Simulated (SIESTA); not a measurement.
CoPtO2, 4 atoms in the cell. Symmetry: R-3m, No. 166, trigonal system. The conventional cell has a = 2.825 Å, b = 2.825 Å, c = 17.818 Å, α = 90.00°, β = 90.00°, γ = 120.00°. Pt (site symmetry -3m) has 2 O at 2.00 Å as nearest neighbours. Co (site symmetry -3m) is surrounded by 6 O at 1.90 Å. O (site symmetry 3m) has 3 Co at 1.90 Å and 1 Pt at 2.00 Å as nearest neighbours. The cell is a database's computed one.

| Item | Value |
| --- | --- |
| Program | SIESTA 5.4.2 |
| Task | band structure |
| Functional | PBEsol |
| Potentials or basis | PseudoDojo 0.4 standard (PBEsol files) |
| Basis | DZP (energy shift 0.003 Ry; two zetas on semicore shells) |
| Grid cutoff | 800 Ry |
| Energy shift | 0.003 Ry |
| k mesh | 8 × 8 × 8 |
| Occupations | fermi-dirac, width 0.05 eV |
| Spin | collinear spin, ferromagnetic start |
| Starting moments | [0.0, 2.0, 0.0, 0.0] μB |

Potentials or basis: PseudoDojo 0.4 standard (PBEsol files), DZP (energy shift 0.003 Ry; two zetas on semicore shells).

Run with:

```bash
$ siesta < CoPtO2.fdf > CoPtO2.out 2>&1
```

Hardware: 1 thread of AMD EPYC 9R45 96-Core Processor (Zen 5), with other jobs on the host.

Estimate the wall time of this run.

Run time: 8.4 min on 1 thread of AMD EPYC 9R45 96-Core Processor (Zen 5), on a shared host, peak memory 1.3 GiB. Counts: scf iterations 23, k points 296, bands 72.
